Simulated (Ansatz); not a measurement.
Al:

```
Al
1.0
     0.00000    2.02481    2.02481
     2.02481    0.00000    2.02481
     2.02481    2.02481    0.00000
Al
1
Direct
  0.00000 0.00000 0.00000
```

| Item | Value |
| --- | --- |
| Program | Ansatz 0.2.0 |
| Task | relaxation of cell and atoms |
| Functional | BLYP |
| Dispersion | D4 |
| Potentials or basis | Ansatz PAW |
| Cutoff | 420 eV (not typed: the program's choice for these potentials) |
| k mesh | 11 × 11 × 11 |
| Occupations | fermi-dirac, width 0.05 eV |
| Spin | no spin polarisation |

At the start: volume 16.60 Å³/atom.

Task: How do energy, volume and symmetry change on relaxing?

Result: It ends after 4 steps and the volume is 15.85 Å³/atom (-4.5 %); space group Fm-3m (No. 225, to 0.05 Å).

The path:
```csv
step,energy change (eV),largest force (eV/Å),volume (Å³)
1,0.0000,0.0000,16.60
2,-0.0083,0.0000,15.82
3,-0.0083,0.0000,15.85
4,-0.0080,0.0000,15.85
```

Final structure:
```
Al
1.0
     0.00000    1.99386    1.99386
     1.99386    0.00000    1.99386
     1.99386    1.99386    0.00000
Al
1
Direct
  0.00000 0.00000 0.00000
```

The cell as given is a measured one (16.60 Å³/atom); BLYP+D4 puts the equilibrium volume -4.5 % from it, thermal expansion not counted.

Caveat: the plane-wave basis is chosen anew once the cell has moved, so the energies of steps on either side of that aren't comparable; pairwise dispersion overbinds metals, which lowers pressure and volume; the PAW data sets come from PBE, with cores solved anew for the run's functional, which leaves a small shift of forces and pressure.
